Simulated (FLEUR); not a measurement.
ZrSe2:

```
CELL_PARAMETERS angstrom
3.79800 0.00000 0.00000
-1.89900 3.28916 0.00000
0.00000 0.00000 6.19200
ATOMIC_POSITIONS crystal
Zr 0.00000 0.00000 0.00000
Se 0.66667 0.33333 0.75000
Se 0.33333 0.66667 0.25000
```

Base run:

* Program: FLEUR MaX-R8.1 (later development tree)
* Functional: LDA
* Potentials or basis: all-electron
* Basis: FLAPW
* Kmax: 4.54 1/bohr
* k mesh: 6 × 6 × 4
* Occupations: fermi-dirac, width 0.05 eV
* Spin: spin-orbit coupling, no magnetisation

Its results: band gap on the k mesh 0.15 eV, indirect (least direct gap 0.83 eV).

Problem. The run is repeated on the same cell with these changes: k mesh from 6 × 6 × 4 to 8 × 8 × 5; spin from spin-orbit coupling, no magnetisation to no spin polarisation. What comes out?

Solution. Band gap on the k mesh 0.33 eV, indirect (least direct gap 0.98 eV).

Several settings changed at once, so the effect can't be laid on one alone.

Caveats: spin-orbit coupling is added in second variation on a limited number of bands (some runs).
